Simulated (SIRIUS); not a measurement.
# Ta (Im-3m) in SIRIUS: notebook, part 2 of 3

SIRIUS 7.12.0.

## Step 4: Equation of state, PBEsol, 17.65 Å³/atom (volume scaled by 0.98)

sirius.json

```json
{
  "control": {
    "processing_unit": "cpu",
    "std_evp_solver_name": "lapack",
    "gen_evp_solver_name": "lapack",
    "verbosity": 2,
    "print_forces": false,
    "ortho_rf": true,
    "use_second_variation": true,
    "rmt_max": 3.0,
    "num_bands_to_print": 22,
    "save_wf": true
  },
  "parameters": {
    "electronic_structure_method": "full_potential_lapwlo",
    "xc_functionals": ["XC_GGA_X_PBE_SOL", "XC_GGA_C_PBE_SOL"],
    "core_relativity": "dirac",
    "valence_relativity": "iora",
    "num_fv_states": 22,
    "smearing": "fermi_dirac",
    "smearing_width": 0.0018374661,
    "pw_cutoff": 20,
    "gk_cutoff": 3.54,
    "lmax_apw": 11,
    "lmax_rho": 8,
    "lmax_pot": 8,
    "num_mag_dims": 0,
    "auto_rmt": 0,
    "ngridk": [11, 11, 11],
    "shiftk": [0, 0, 0],
    "num_dft_iter": 80,
    "energy_tol": 1e-07,
    "density_tol": 1e-05,
    "use_symmetry": true
  },
  "settings": {"tol_ne": 1e-10},
  "iterative_solver": {"type": "exact"},
  "mixer": {"type": "anderson", "beta": 0.5, "max_history": 8},
  "unit_cell": {
    "lattice_vectors": [
      [-3.0995235929, 3.0995235929, 3.0995235929],
      [3.0995235929, -3.0995235929, 3.0995235929],
      [3.0995235929, 3.0995235929, -3.0995235929]
    ],
    "atom_types": ["Ta"],
    "atom_files": {"Ta": "Ta.json"},
    "atoms": {"Ta": [[0.0, 0.0, 0.0]]}
  }
}
```

Ta.json

```json
{
  "name": "tantalum",
  "symbol": "Ta",
  "number": 73,
  "mass": 180.94788,
  "rmin": 1e-06,
  "rmt": 2.6,
  "nrmt": 800,
  "rinf": 15.8,
  "core": "1s2s2p3s3p3d4s4p4d",
  "valence": [
    {"basis": [{"enu": 0.21, "dme": 0, "n": 0, "auto": 0}, {"enu": 0.21, "dme": 1, "n": 0, "auto": 0}]},
    {"l": 0, "n": 1, "basis": [{"enu": 0.31, "dme": 0, "n": 0, "auto": 0}]},
    {"l": 1, "n": 2, "basis": [{"enu": 0.31, "dme": 0, "n": 0, "auto": 0}]},
    {"l": 2, "n": 3, "basis": [{"enu": 0.31, "dme": 0, "n": 0, "auto": 0}]},
    {"l": 3, "n": 4, "basis": [{"enu": 0.31, "dme": 0, "n": 0, "auto": 0}]},
    {"l": 4, "n": 5, "basis": [{"enu": 0.31, "dme": 0, "n": 0, "auto": 0}]}
  ],
  "lo": [
    {"l": 0, "basis": [{"enu": 0.31, "dme": 0, "n": 0, "auto": 0}, {"enu": 0.31, "dme": 1, "n": 0, "auto": 0}]},
    {
      "l": 0,
      "basis": [{"enu": -2.2272, "dme": 0, "n": 5, "auto": 1}, {"enu": -2.2272, "dme": 1, "n": 5, "auto": 1}]
    },
    {
      "l": 0,
      "basis": [{"enu": -2.2272, "dme": 1, "n": 5, "auto": 1}, {"enu": 0.31, "dme": 0, "n": 0, "auto": 0}]
    },
    {"l": 0, "basis": [{"enu": 0.31, "dme": 0, "n": 0, "auto": 0}, {"enu": 2.6769, "dme": 0, "n": 0, "auto": 0}]},
    {"l": 1, "basis": [{"enu": 0.31, "dme": 0, "n": 0, "auto": 0}, {"enu": 0.31, "dme": 1, "n": 0, "auto": 0}]},
    {
      "l": 1,
      "basis": [{"enu": -1.0003, "dme": 0, "n": 5, "auto": 1}, {"enu": -1.0003, "dme": 1, "n": 5, "auto": 1}]
    },
    {
      "l": 1,
      "basis": [{"enu": -1.0003, "dme": 1, "n": 5, "auto": 1}, {"enu": 0.31, "dme": 0, "n": 0, "auto": 0}]
    },
    {"l": 1, "basis": [{"enu": 0.31, "dme": 0, "n": 0, "auto": 0}, {"enu": 3.0319, "dme": 0, "n": 0, "auto": 0}]},
    {"l": 2, "basis": [{"enu": 0.31, "dme": 0, "n": 0, "auto": 0}, {"enu": 0.31, "dme": 1, "n": 0, "auto": 0}]},
    {"l": 2, "basis": [{"enu": 0.31, "dme": 1, "n": 0, "auto": 0}, {"enu": 0.31, "dme": 2, "n": 0, "auto": 0}]},
    {"l": 2, "basis": [{"enu": 0.31, "dme": 0, "n": 0, "auto": 0}, {"enu": 2.6177, "dme": 0, "n": 0, "auto": 0}]},
    {"l": 3, "basis": [{"enu": 0.31, "dme": 0, "n": 0, "auto": 0}, {"enu": 0.31, "dme": 1, "n": 0, "auto": 0}]},
    {
      "l": 3,
      "basis": [{"enu": -0.4747, "dme": 0, "n": 4, "auto": 1}, {"enu": -0.4747, "dme": 1, "n": 4, "auto": 1}]
    },
    {
      "l": 3,
      "basis": [{"enu": -0.4747, "dme": 1, "n": 4, "auto": 1}, {"enu": 0.31, "dme": 0, "n": 0, "auto": 0}]
    },
    {"l": 3, "basis": [{"enu": 0.31, "dme": 0, "n": 0, "auto": 0}, {"enu": 3.742, "dme": 0, "n": 0, "auto": 0}]},
    {"l": 4, "basis": [{"enu": 0.31, "dme": 0, "n": 0, "auto": 0}, {"enu": 0.31, "dme": 1, "n": 0, "auto": 0}]},
    {"l": 4, "basis": [{"enu": 0.31, "dme": 0, "n": 0, "auto": 0}, {"enu": 3.1502, "dme": 0, "n": 0, "auto": 0}]}
  ],
  "free_atom": [... radial grid and density of the free atom, the start of the SCF ...]
}
```

sirius_start.json

```json
{
  "control": {
    "processing_unit": "cpu",
    "std_evp_solver_name": "lapack",
    "gen_evp_solver_name": "lapack",
    "verbosity": 1,
    "print_forces": false,
    "ortho_rf": true,
    "use_second_variation": true,
    "rmt_max": 3.0,
    "num_bands_to_print": 22,
    "save_wf": false
  },
  "parameters": {
    "electronic_structure_method": "full_potential_lapwlo",
    "xc_functionals": ["XC_LDA_X", "XC_LDA_C_PW"],
    "core_relativity": "dirac",
    "valence_relativity": "iora",
    "num_fv_states": 22,
    "smearing": "fermi_dirac",
    "smearing_width": 0.0055123983,
    "pw_cutoff": 20,
    "gk_cutoff": 2.83,
    "lmax_apw": 11,
    "lmax_rho": 8,
    "lmax_pot": 8,
    "num_mag_dims": 0,
    "auto_rmt": 0,
    "ngridk": [4, 4, 4],
    "shiftk": [0, 0, 0],
    "num_dft_iter": 30,
    "energy_tol": 0.01,
    "density_tol": 0.05,
    "use_symmetry": true
  },
  "settings": {"tol_ne": 1e-10},
  "iterative_solver": {"type": "exact"},
  "mixer": {"type": "anderson", "beta": 0.5, "max_history": 8},
  "unit_cell": {
    "lattice_vectors": [
      [-3.0995235929, 3.0995235929, 3.0995235929],
      [3.0995235929, -3.0995235929, 3.0995235929],
      [3.0995235929, 3.0995235929, -3.0995235929]
    ],
    "atom_types": ["Ta"],
    "atom_files": {"Ta": "Ta.json"},
    "atoms": {"Ta": [[0.0, 0.0, 0.0]]}
  }
}
```

Command:

```
OMP_NUM_THREADS=1 sirius.scf --input=sirius_start.json --output=start.json
OMP_NUM_THREADS=1 sirius.scf --input=sirius.json --output=output.json --task=1
```

Run time: 35 s. Hardware: 1 thread of Arm Neoverse V2, shared host; peak memory 0.34 GiB.

The run converged. Its results:

```yaml
Free_energy: -425082.0891 eV
Band_gap_on_the_k_mesh: none (metal or under the smearing width)
All_electrons_inside_the_program's_atomic_spheres: Ta 71.27 (radii Ta 2.6 bohr)
```

## Step 5: Equation of state, PBEsol, 18.01 Å³/atom

sirius.json, as its differences from that of step 4:

```diff
@@ -40,5 +40,5 @@
     "lattice_vectors": [
-      [-3.0995235929, 3.0995235929, 3.0995235929],
-      [3.0995235929, -3.0995235929, 3.0995235929],
-      [3.0995235929, 3.0995235929, -3.0995235929]
+      [-3.1204669551, 3.1204669551, 3.1204669551],
+      [3.1204669551, -3.1204669551, 3.1204669551],
+      [3.1204669551, 3.1204669551, -3.1204669551]
     ],
```

Ta.json

```json
{
  "name": "tantalum",
  "symbol": "Ta",
  "number": 73,
  "mass": 180.94788,
  "rmin": 1e-06,
  "rmt": 2.6,
  "nrmt": 800,
  "rinf": 15.8,
  "core": "1s2s2p3s3p3d4s4p4d",
  "valence": [
    {"basis": [{"enu": 0.2, "dme": 0, "n": 0, "auto": 0}, {"enu": 0.2, "dme": 1, "n": 0, "auto": 0}]},
    {"l": 0, "n": 1, "basis": [{"enu": 0.3, "dme": 0, "n": 0, "auto": 0}]},
    {"l": 1, "n": 2, "basis": [{"enu": 0.3, "dme": 0, "n": 0, "auto": 0}]},
    {"l": 2, "n": 3, "basis": [{"enu": 0.3, "dme": 0, "n": 0, "auto": 0}]},
    {"l": 3, "n": 4, "basis": [{"enu": 0.3, "dme": 0, "n": 0, "auto": 0}]},
    {"l": 4, "n": 5, "basis": [{"enu": 0.3, "dme": 0, "n": 0, "auto": 0}]}
  ],
  "lo": [
    {"l": 0, "basis": [{"enu": 0.3, "dme": 0, "n": 0, "auto": 0}, {"enu": 0.3, "dme": 1, "n": 0, "auto": 0}]},
    {
      "l": 0,
      "basis": [{"enu": -2.2372, "dme": 0, "n": 5, "auto": 1}, {"enu": -2.2372, "dme": 1, "n": 5, "auto": 1}]
    },
    {"l": 0, "basis": [{"enu": -2.2372, "dme": 1, "n": 5, "auto": 1}, {"enu": 0.3, "dme": 0, "n": 0, "auto": 0}]},
    {"l": 0, "basis": [{"enu": 0.3, "dme": 0, "n": 0, "auto": 0}, {"enu": 2.6669, "dme": 0, "n": 0, "auto": 0}]},
    {"l": 1, "basis": [{"enu": 0.3, "dme": 0, "n": 0, "auto": 0}, {"enu": 0.3, "dme": 1, "n": 0, "auto": 0}]},
    {
      "l": 1,
      "basis": [{"enu": -1.0103, "dme": 0, "n": 5, "auto": 1}, {"enu": -1.0103, "dme": 1, "n": 5, "auto": 1}]
    },
    {"l": 1, "basis": [{"enu": -1.0103, "dme": 1, "n": 5, "auto": 1}, {"enu": 0.3, "dme": 0, "n": 0, "auto": 0}]},
    {"l": 1, "basis": [{"enu": 0.3, "dme": 0, "n": 0, "auto": 0}, {"enu": 3.0219, "dme": 0, "n": 0, "auto": 0}]},
    {"l": 2, "basis": [{"enu": 0.3, "dme": 0, "n": 0, "auto": 0}, {"enu": 0.3, "dme": 1, "n": 0, "auto": 0}]},
    {"l": 2, "basis": [{"enu": 0.3, "dme": 1, "n": 0, "auto": 0}, {"enu": 0.3, "dme": 2, "n": 0, "auto": 0}]},
    {"l": 2, "basis": [{"enu": 0.3, "dme": 0, "n": 0, "auto": 0}, {"enu": 2.6077, "dme": 0, "n": 0, "auto": 0}]},
    {"l": 3, "basis": [{"enu": 0.3, "dme": 0, "n": 0, "auto": 0}, {"enu": 0.3, "dme": 1, "n": 0, "auto": 0}]},
    {
      "l": 3,
      "basis": [{"enu": -0.4847, "dme": 0, "n": 4, "auto": 1}, {"enu": -0.4847, "dme": 1, "n": 4, "auto": 1}]
    },
    {"l": 3, "basis": [{"enu": -0.4847, "dme": 1, "n": 4, "auto": 1}, {"enu": 0.3, "dme": 0, "n": 0, "auto": 0}]},
    {"l": 3, "basis": [{"enu": 0.3, "dme": 0, "n": 0, "auto": 0}, {"enu": 3.732, "dme": 0, "n": 0, "auto": 0}]},
    {"l": 4, "basis": [{"enu": 0.3, "dme": 0, "n": 0, "auto": 0}, {"enu": 0.3, "dme": 1, "n": 0, "auto": 0}]},
    {"l": 4, "basis": [{"enu": 0.3, "dme": 0, "n": 0, "auto": 0}, {"enu": 3.1402, "dme": 0, "n": 0, "auto": 0}]}
  ],
  "free_atom": [... radial grid and density of the free atom, the start of the SCF ...]
}
```

sirius_start.json, as its differences from that of step 4:

```diff
@@ -40,5 +40,5 @@
     "lattice_vectors": [
-      [-3.0995235929, 3.0995235929, 3.0995235929],
-      [3.0995235929, -3.0995235929, 3.0995235929],
-      [3.0995235929, 3.0995235929, -3.0995235929]
+      [-3.1204669551, 3.1204669551, 3.1204669551],
+      [3.1204669551, -3.1204669551, 3.1204669551],
+      [3.1204669551, 3.1204669551, -3.1204669551]
     ],
```

Command:

```
OMP_NUM_THREADS=1 sirius.scf --input=sirius_start.json --output=start.json
OMP_NUM_THREADS=1 sirius.scf --input=sirius.json --output=output.json --task=1
```

Wall time 35 s (1 thread of Arm Neoverse V2, shared host); peak memory 0.34 GiB.

It converged, with:

```
Free energy                                       : -425082.0837 eV
Band gap on the k mesh                            : none (metal or under the smearing width)
All electrons inside the program's atomic spheres : Ta 71.23 (radii Ta 2.6 bohr)
```

## Step 6: Equation of state, PBEsol, 18.37 Å³/atom (volume scaled by 1.02)

sirius.json, as its differences from that of step 5:

```diff
@@ -40,5 +40,5 @@
     "lattice_vectors": [
-      [-3.1204669551, 3.1204669551, 3.1204669551],
-      [3.1204669551, -3.1204669551, 3.1204669551],
-      [3.1204669551, 3.1204669551, -3.1204669551]
+      [-3.1411329013, 3.1411329013, 3.1411329013],
+      [3.1411329013, -3.1411329013, 3.1411329013],
+      [3.1411329013, 3.1411329013, -3.1411329013]
     ],
```

Ta.json

```json
{
  "name": "tantalum",
  "symbol": "Ta",
  "number": 73,
  "mass": 180.94788,
  "rmin": 1e-06,
  "rmt": 2.6,
  "nrmt": 800,
  "rinf": 15.8,
  "core": "1s2s2p3s3p3d4s4p4d",
  "valence": [
    {"basis": [{"enu": 0.19, "dme": 0, "n": 0, "auto": 0}, {"enu": 0.19, "dme": 1, "n": 0, "auto": 0}]},
    {"l": 0, "n": 1, "basis": [{"enu": 0.29, "dme": 0, "n": 0, "auto": 0}]},
    {"l": 1, "n": 2, "basis": [{"enu": 0.29, "dme": 0, "n": 0, "auto": 0}]},
    {"l": 2, "n": 3, "basis": [{"enu": 0.29, "dme": 0, "n": 0, "auto": 0}]},
    {"l": 3, "n": 4, "basis": [{"enu": 0.29, "dme": 0, "n": 0, "auto": 0}]},
    {"l": 4, "n": 5, "basis": [{"enu": 0.29, "dme": 0, "n": 0, "auto": 0}]}
  ],
  "lo": [
    {"l": 0, "basis": [{"enu": 0.29, "dme": 0, "n": 0, "auto": 0}, {"enu": 0.29, "dme": 1, "n": 0, "auto": 0}]},
    {
      "l": 0,
      "basis": [{"enu": -2.2472, "dme": 0, "n": 5, "auto": 1}, {"enu": -2.2472, "dme": 1, "n": 5, "auto": 1}]
    },
    {
      "l": 0,
      "basis": [{"enu": -2.2472, "dme": 1, "n": 5, "auto": 1}, {"enu": 0.29, "dme": 0, "n": 0, "auto": 0}]
    },
    {"l": 0, "basis": [{"enu": 0.29, "dme": 0, "n": 0, "auto": 0}, {"enu": 2.6569, "dme": 0, "n": 0, "auto": 0}]},
    {"l": 1, "basis": [{"enu": 0.29, "dme": 0, "n": 0, "auto": 0}, {"enu": 0.29, "dme": 1, "n": 0, "auto": 0}]},
    {
      "l": 1,
      "basis": [{"enu": -1.0203, "dme": 0, "n": 5, "auto": 1}, {"enu": -1.0203, "dme": 1, "n": 5, "auto": 1}]
    },
    {
      "l": 1,
      "basis": [{"enu": -1.0203, "dme": 1, "n": 5, "auto": 1}, {"enu": 0.29, "dme": 0, "n": 0, "auto": 0}]
    },
    {"l": 1, "basis": [{"enu": 0.29, "dme": 0, "n": 0, "auto": 0}, {"enu": 3.0119, "dme": 0, "n": 0, "auto": 0}]},
    {"l": 2, "basis": [{"enu": 0.29, "dme": 0, "n": 0, "auto": 0}, {"enu": 0.29, "dme": 1, "n": 0, "auto": 0}]},
    {"l": 2, "basis": [{"enu": 0.29, "dme": 1, "n": 0, "auto": 0}, {"enu": 0.29, "dme": 2, "n": 0, "auto": 0}]},
    {"l": 2, "basis": [{"enu": 0.29, "dme": 0, "n": 0, "auto": 0}, {"enu": 2.5977, "dme": 0, "n": 0, "auto": 0}]},
    {"l": 3, "basis": [{"enu": 0.29, "dme": 0, "n": 0, "auto": 0}, {"enu": 0.29, "dme": 1, "n": 0, "auto": 0}]},
    {
      "l": 3,
      "basis": [{"enu": -0.4947, "dme": 0, "n": 4, "auto": 1}, {"enu": -0.4947, "dme": 1, "n": 4, "auto": 1}]
    },
    {
      "l": 3,
      "basis": [{"enu": -0.4947, "dme": 1, "n": 4, "auto": 1}, {"enu": 0.29, "dme": 0, "n": 0, "auto": 0}]
    },
    {"l": 3, "basis": [{"enu": 0.29, "dme": 0, "n": 0, "auto": 0}, {"enu": 3.722, "dme": 0, "n": 0, "auto": 0}]},
    {"l": 4, "basis": [{"enu": 0.29, "dme": 0, "n": 0, "auto": 0}, {"enu": 0.29, "dme": 1, "n": 0, "auto": 0}]},
    {"l": 4, "basis": [{"enu": 0.29, "dme": 0, "n": 0, "auto": 0}, {"enu": 3.1302, "dme": 0, "n": 0, "auto": 0}]}
  ],
  "free_atom": [... radial grid and density of the free atom, the start of the SCF ...]
}
```

sirius_start.json, as its differences from that of step 5:

```diff
@@ -40,5 +40,5 @@
     "lattice_vectors": [
-      [-3.1204669551, 3.1204669551, 3.1204669551],
-      [3.1204669551, -3.1204669551, 3.1204669551],
-      [3.1204669551, 3.1204669551, -3.1204669551]
+      [-3.1411329013, 3.1411329013, 3.1411329013],
+      [3.1411329013, -3.1411329013, 3.1411329013],
+      [3.1411329013, 3.1411329013, -3.1411329013]
     ],
```

Potentials or basis: all-electron FP-LAPW, apw+lo standard.

Command:

```
OMP_NUM_THREADS=1 sirius.scf --input=sirius_start.json --output=start.json
OMP_NUM_THREADS=1 sirius.scf --input=sirius.json --output=output.json --task=1
```

It took 35 s on 1 thread of Arm Neoverse V2, shared host; peak memory 0.34 GiB.

Results (log left out):

```
Free energy                                       : -425082.0694 eV
Band gap on the k mesh                            : none (metal or under the smearing width)
All electrons inside the program's atomic spheres : Ta 71.18 (radii Ta 2.6 bohr)
```

## Step 7: Equation of state, PBEsol, 18.73 Å³/atom (volume scaled by 1.04)

sirius.json, as its differences from that of step 6:

```diff
@@ -40,5 +40,5 @@
     "lattice_vectors": [
-      [-3.1411329013, 3.1411329013, 3.1411329013],
-      [3.1411329013, -3.1411329013, 3.1411329013],
-      [3.1411329013, 3.1411329013, -3.1411329013]
+      [-3.1615304398, 3.1615304398, 3.1615304398],
+      [3.1615304398, -3.1615304398, 3.1615304398],
+      [3.1615304398, 3.1615304398, -3.1615304398]
     ],
```

Ta.json

```json
{
  "name": "tantalum",
  "symbol": "Ta",
  "number": 73,
  "mass": 180.94788,
  "rmin": 1e-06,
  "rmt": 2.6,
  "nrmt": 800,
  "rinf": 15.8,
  "core": "1s2s2p3s3p3d4s4p4d",
  "valence": [
    {"basis": [{"enu": 0.18, "dme": 0, "n": 0, "auto": 0}, {"enu": 0.18, "dme": 1, "n": 0, "auto": 0}]},
    {"l": 0, "n": 1, "basis": [{"enu": 0.28, "dme": 0, "n": 0, "auto": 0}]},
    {"l": 1, "n": 2, "basis": [{"enu": 0.28, "dme": 0, "n": 0, "auto": 0}]},
    {"l": 2, "n": 3, "basis": [{"enu": 0.28, "dme": 0, "n": 0, "auto": 0}]},
    {"l": 3, "n": 4, "basis": [{"enu": 0.28, "dme": 0, "n": 0, "auto": 0}]},
    {"l": 4, "n": 5, "basis": [{"enu": 0.28, "dme": 0, "n": 0, "auto": 0}]}
  ],
  "lo": [
    {"l": 0, "basis": [{"enu": 0.28, "dme": 0, "n": 0, "auto": 0}, {"enu": 0.28, "dme": 1, "n": 0, "auto": 0}]},
    {
      "l": 0,
      "basis": [{"enu": -2.2572, "dme": 0, "n": 5, "auto": 1}, {"enu": -2.2572, "dme": 1, "n": 5, "auto": 1}]
    },
    {
      "l": 0,
      "basis": [{"enu": -2.2572, "dme": 1, "n": 5, "auto": 1}, {"enu": 0.28, "dme": 0, "n": 0, "auto": 0}]
    },
    {"l": 0, "basis": [{"enu": 0.28, "dme": 0, "n": 0, "auto": 0}, {"enu": 2.6469, "dme": 0, "n": 0, "auto": 0}]},
    {"l": 1, "basis": [{"enu": 0.28, "dme": 0, "n": 0, "auto": 0}, {"enu": 0.28, "dme": 1, "n": 0, "auto": 0}]},
    {
      "l": 1,
      "basis": [{"enu": -1.0303, "dme": 0, "n": 5, "auto": 1}, {"enu": -1.0303, "dme": 1, "n": 5, "auto": 1}]
    },
    {
      "l": 1,
      "basis": [{"enu": -1.0303, "dme": 1, "n": 5, "auto": 1}, {"enu": 0.28, "dme": 0, "n": 0, "auto": 0}]
    },
    {"l": 1, "basis": [{"enu": 0.28, "dme": 0, "n": 0, "auto": 0}, {"enu": 3.0019, "dme": 0, "n": 0, "auto": 0}]},
    {"l": 2, "basis": [{"enu": 0.28, "dme": 0, "n": 0, "auto": 0}, {"enu": 0.28, "dme": 1, "n": 0, "auto": 0}]},
    {"l": 2, "basis": [{"enu": 0.28, "dme": 1, "n": 0, "auto": 0}, {"enu": 0.28, "dme": 2, "n": 0, "auto": 0}]},
    {"l": 2, "basis": [{"enu": 0.28, "dme": 0, "n": 0, "auto": 0}, {"enu": 2.5877, "dme": 0, "n": 0, "auto": 0}]},
    {"l": 3, "basis": [{"enu": 0.28, "dme": 0, "n": 0, "auto": 0}, {"enu": 0.28, "dme": 1, "n": 0, "auto": 0}]},
    {
      "l": 3,
      "basis": [{"enu": -0.5047, "dme": 0, "n": 4, "auto": 1}, {"enu": -0.5047, "dme": 1, "n": 4, "auto": 1}]
    },
    {
      "l": 3,
      "basis": [{"enu": -0.5047, "dme": 1, "n": 4, "auto": 1}, {"enu": 0.28, "dme": 0, "n": 0, "auto": 0}]
    },
    {"l": 3, "basis": [{"enu": 0.28, "dme": 0, "n": 0, "auto": 0}, {"enu": 3.712, "dme": 0, "n": 0, "auto": 0}]},
    {"l": 4, "basis": [{"enu": 0.28, "dme": 0, "n": 0, "auto": 0}, {"enu": 0.28, "dme": 1, "n": 0, "auto": 0}]},
    {"l": 4, "basis": [{"enu": 0.28, "dme": 0, "n": 0, "auto": 0}, {"enu": 3.1202, "dme": 0, "n": 0, "auto": 0}]}
  ],
  "free_atom": [... radial grid and density of the free atom, the start of the SCF ...]
}
```

sirius_start.json, as its differences from that of step 6:

```diff
@@ -40,5 +40,5 @@
     "lattice_vectors": [
-      [-3.1411329013, 3.1411329013, 3.1411329013],
-      [3.1411329013, -3.1411329013, 3.1411329013],
-      [3.1411329013, 3.1411329013, -3.1411329013]
+      [-3.1615304398, 3.1615304398, 3.1615304398],
+      [3.1615304398, -3.1615304398, 3.1615304398],
+      [3.1615304398, 3.1615304398, -3.1615304398]
     ],
```

Command:

```
OMP_NUM_THREADS=1 sirius.scf --input=sirius_start.json --output=start.json
OMP_NUM_THREADS=1 sirius.scf --input=sirius.json --output=output.json --task=1
```

It took 35 s on 1 thread of Arm Neoverse V2, shared host; peak memory 0.35 GiB.

Results (log left out):

```yaml
Free_energy: -425082.0474 eV
Band_gap_on_the_k_mesh: none (metal or under the smearing width)
All_electrons_inside_the_program's_atomic_spheres: Ta 71.14 (radii Ta 2.6 bohr)
```

(Part 2 of 3 ends here.)
